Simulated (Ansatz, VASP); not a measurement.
## Mo: VASP beside Ansatz

```xyz
2
Lattice="3.1607 0.0000 0.0000 0.0000 3.1607 0.0000 0.0000 0.0000 3.1607" Properties=species:S:1:pos:R:3 pbc="T T T"
Mo    0.0000    0.0000    0.0000
Mo    1.5804    1.5804    1.5804
```

Alike in both runs: task single point; functional PBE; k mesh 12 × 12 × 12; occupations fermi-dirac, width 0.08 eV; no spin polarisation.

|  | VASP | Ansatz |
| --- | --- | --- |
| version | VASP 6.6.1 | Ansatz 0.2.0 |
| potentials or method | VASP PAW PBE potentials, release 64 (Mo_sv), cutoff 520 eV | all-electron LAPW, scalar-relativistic |

```csv
,VASP,Ansatz,Ansatz less VASP
pressure (GPa),0.6,0.1,-0.52
```

Ansatz ran all-electron here, so the differences hold the error of VASP's frozen core and of both bases.
